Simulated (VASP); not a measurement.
**TiO2 (distorted fluorite), PBE single-point calculation: Ansatz's output and VASP's**

```cif
data_structure
_symmetry_space_group_name_H-M 'P 1'
_symmetry_Int_Tables_number 1
_cell_length_a 3.3390
_cell_length_b 3.3555
_cell_length_c 3.3665
_cell_angle_alpha 61.050
_cell_angle_beta 59.012
_cell_angle_gamma 58.353
_cell_volume 26.32
loop_
_atom_site_label
_atom_site_type_symbol
_atom_site_fract_x
_atom_site_fract_y
_atom_site_fract_z
_atom_site_occupancy
Ti1 Ti 0.01050 0.99070 0.99770 1
O1 O 0.23430 0.24610 0.25330 1
O2 O 0.73470 0.74760 0.76630 1
```

Ansatz printed

```
SCF 1 converged in 7 iterations: F = -3637.657642 eV  dr2 = 5.70e-9
  greatest PAW one-centre occupation: 0.999 electrons in one spin orbital (limit 2), on the Ti atom at site 0 (counted from 0), in its partial waves of l = 0
SCF converged after 7 iterations
Free energy (F): -3637.657642 eV
Harris-Foulkes:  -3637.657642 eV  (|F-HF|=2.07e-9)
Internal energy: -3637.657642 eV  (E = F + TS)
E sigma→0 (E₀):  -3637.657642 eV
Fermi energy:    13.796725 eV
--- Per-component energies (eV) ---
  E_band       = -120.931322
  E_kinetic    = 629.136689
  E_local      = -1255.594647  (includes V_loc(G=0)·N_el)
  E_nonlocal   = 99.155384
  E_hartree    = 479.684189
  E_xc         = -248.181978
  E_vxc        = -314.582137  (∫ρ·V_xc dr)
  E_paw        = -1361.445307  (= ΣΔE_a)
  E_vpaw       = -238.421949  (= ΣTr[D̂ρ^β])
  E_aug_tail   = 0.005084  (compensation charges beyond the density's cutoff)
  E_ewald      = -1980.417057
  E_smearing   = -0.000000  (= −TS)
  E_closure    = 0.000000  (closes the sum)
  Σ components = -3637.657642   (vs F -3637.657642, Δ=0.00e0)
--- Forces (eV/Å), atoms counted from 1 ---
  atom   1  Ti     0.09163718    -0.18962703    -0.16594561
  atom   2  O      0.64969634     0.23152976    -0.14344031
  atom   3  O     -0.74134516    -0.04189667     0.30939262
  max |Σ_I F_I| component: 1.16e-5 eV/Å
--- Stress (GPa, compression-positive) ---
       33.762655      -2.336889      -0.388573
       -2.336889      16.923931       3.915792
       -0.388573       3.915792      12.146868
  P = ⅓ Tr σ = 20.9445 GPa (209.445 kbar)
--- Band table (eV; the first three rows and the last of 260) ---
  k-point 0: bands = ["-44.5151", "-20.6304", "-20.6096", "-20.6064", "-7.0040", "-2.8824", "6.6010", "6.7710", "6.8091", "11.8343", "12.0034", "12.4623", "14.2664", "14.4549", "18.6280", "18.7947"]
  k-point 1: bands = ["-44.5110", "-20.6628", "-20.6280", "-20.6108", "-6.8133", "-3.1126", "6.7722", "6.8733", "7.2330", "11.4316", "11.6784", "12.0562", "14.5401", "14.7195", "18.1580", "18.6661"]
  k-point 2: bands = ["-44.5012", "-20.7680", "-20.6432", "-20.6211", "-6.3216", "-3.6325", "7.1513", "7.2033", "8.1957", "10.7408", "11.0471", "11.2979", "14.8444", "14.9557", "17.1052", "18.4709"]
  k-point 259: bands = ["-44.4860", "-20.9305", "-20.6636", "-20.6452", "-5.2269", "-4.5827", "7.8300", "8.0507", "9.6056", "9.6722", "10.2777", "10.3923", "14.6714", "14.6798", "16.1504", "18.2247"]
```

The two codes use different PAW datasets and cutoffs. VASP's cell holds 24 valence electrons and Ansatz's 24. Ansatz's stress includes a Pulay correction; VASP's doesn't.

What does VASP give for the same cell and level of theory?

gap between bands v and c on the k mesh 0.92 eV; least direct gap on the k mesh 1.69 eV; pressure 22.0 GPa; largest force 0.83 eV/Å.

From OUTCAR

```
k-points           NKPTS =    260   k-points in BZ     NKDIM =    260   number of bands    NBANDS=     19

   NELECT =      24.0000    total number of electrons

   dimension x,y,z NGX =    28 NGY =   28 NGZ =   28
   dimension x,y,z NGXF=    56 NGYF=   56 NGZF=   56

  energy-cutoff  :      520.00
  volume of cell :       26.32
      direct lattice vectors                 reciprocal lattice vectors
     0.055400000  2.351100000  2.370300000    -0.221629181  0.216073836  0.212743982
     2.328600000  0.009800000  2.415900000     0.218148801 -0.211326282  0.204515791
     2.346200000  2.414300000 -0.007900000     0.214942016  0.204638944 -0.208005066

 k-points in reciprocal lattice and weights: KPOINTS created by Atomic Simulation Env
   0.00000000  0.00000000  0.00000000       0.002
   0.12500000  0.00000000 -0.00000000       0.004
   0.25000000  0.00000000 -0.00000000       0.004
   0.37500000  0.00000000 -0.00000000       0.004
   0.50000000  0.00000000 -0.00000000       0.002
  -0.00000000  0.12500000 -0.00000000       0.004
   0.12500000  0.12500000 -0.00000000       0.004
   0.25000000  0.12500000 -0.00000000       0.004
   ...

 E-fermi :   8.7245

 k-point     1 :       0.0000    0.0000    0.0000
  band No.  band energies     occupation
      1     -49.6456      2.00000
      2     -25.7526      2.00000
      3     -25.7347      2.00000
      4     -25.7297      2.00000
      5     -12.0777      2.00000
      6      -7.9632      2.00000
      7       1.5241      2.00000
      8       1.6935      2.00000
      9       1.7316      2.00000
     10       6.7559      2.00000
     11       6.9252      2.00000
     12       7.3849      2.00000
     13       9.1697      0.00000
     14       9.3567      0.00000
     15      13.5247      0.00000
     16      13.6921      0.00000
     17      13.9434      0.00000
     18      16.0428      0.00000
     19      22.1412      0.00000

 k-point     2 :       0.1250    0.0000   -0.0000
  band No.  band energies     occupation
      1     -49.6405      2.00000
      2     -25.8050      2.00000
      3     -25.7419      2.00000
      4     -25.7363      2.00000
      5     -11.8572      2.00000
      6      -8.2220      2.00000
      7       1.7052      2.00000
      8       1.8534      2.00000
      9       2.1916      2.00000
     10       6.3292      2.00000
     11       6.4565      2.00000
     12       6.8953      2.00000
     13       9.5604      0.00000
     14       9.6940      0.00000
     15      13.2743      0.00000
     16      13.4549      0.00000
     17      13.5798      0.00000
     18      16.6412      0.00000
     19      22.6737      0.00000

 k-point     3 :       0.2500    0.0000   -0.0000
  band No.  band energies     occupation
      1     -49.6282      2.00000
      2     -25.9293      2.00000
      3     -25.7588      2.00000
      4     -25.7513      2.00000
      5     -11.2980      2.00000
      6      -8.7807      2.00000
      7       2.1748      2.00000
      8       2.2160      2.00000
      9       3.2470      2.00000
     10       5.5266      2.00000
     11       5.7176      2.00000
     12       6.0359      2.00000
     13       9.9558      0.00000
     14       9.9859      0.00000
     15      12.2700      0.00000
     16      13.1170      0.00000
     17      13.2632      0.00000
     18      17.8736      0.00000
     19      22.8062      0.00000

 k-point     4 :       0.3750    0.0000   -0.0000
  band No.  band energies     occupation
      1     -49.6158      2.00000
      2     -26.0495      2.00000
      3     -25.7761      2.00000
      4     -25.7657      2.00000
      5     -10.6822      2.00000
      6      -9.2857      2.00000
      7       2.5485      2.00000
      8       2.7062      2.00000
      9       4.1572      2.00000
     10       4.7629      2.00000
     11       5.3518      2.00000
     12       5.4359      2.00000
     13       9.7531      0.00000
     14       9.8666      0.00000
     15      11.5311      0.00000
     16      13.0565      0.00000
     17      13.1982      0.00000
     18      18.4327      0.00000
     19      23.2433      0.00000

 k-point     5 :       0.5000    0.0000   -0.0000
  band No.  band energies     occupation
      1     -49.6107      2.00000
      2     -26.0981      2.00000
      3     -25.7832      2.00000
      4     -25.7716      2.00000
      5     -10.3912      2.00000
      6      -9.5008      2.00000
      7       2.6630      2.00000
      8       2.9415      2.00000
      9       4.4013      2.00000
     10       4.5300      2.00000
     11       5.1764      2.00000
     12       5.3584      2.00000
     13       9.5494      0.00000
     14       9.6845      0.00000
     15      11.3763      0.00000
     16      13.0916      0.00000
     17      13.2263      0.00000
     18      18.3780      0.00000
     19      23.7229      0.00000

 ...

  Total        5.6965336      2.9504509      2.1704099     -0.4009661      0.6692588     -0.0662347
  in kB      346.7945276    179.6180427    132.1305773    -24.4100810     40.7432523     -4.0322461
  external PRESSURE =     219.5143825 kB  Pullay stress =       0.0000000 kB

 POSITION                                       TOTAL-FORCE (eV/Angst)
 -----------------------------------------------------------------------------------
      4.64833      2.44314      2.41044         0.105635     -0.206077     -0.185264
      1.18034      1.16482      1.14791         0.652547      0.234213     -0.144575
      3.57946      3.58476      3.54153        -0.758182     -0.028136      0.329839
 -----------------------------------------------------------------------------------
    total drift:                                0.000021      0.000097     -0.000283

  FREE ENERGIE OF THE ION-ELECTRON SYSTEM (eV)
  ---------------------------------------------------
  free  energy   TOTEN  =       -25.8417925009 eV

  energy  without entropy=      -25.8417925009  energy(sigma->0) =      -25.84179250
```
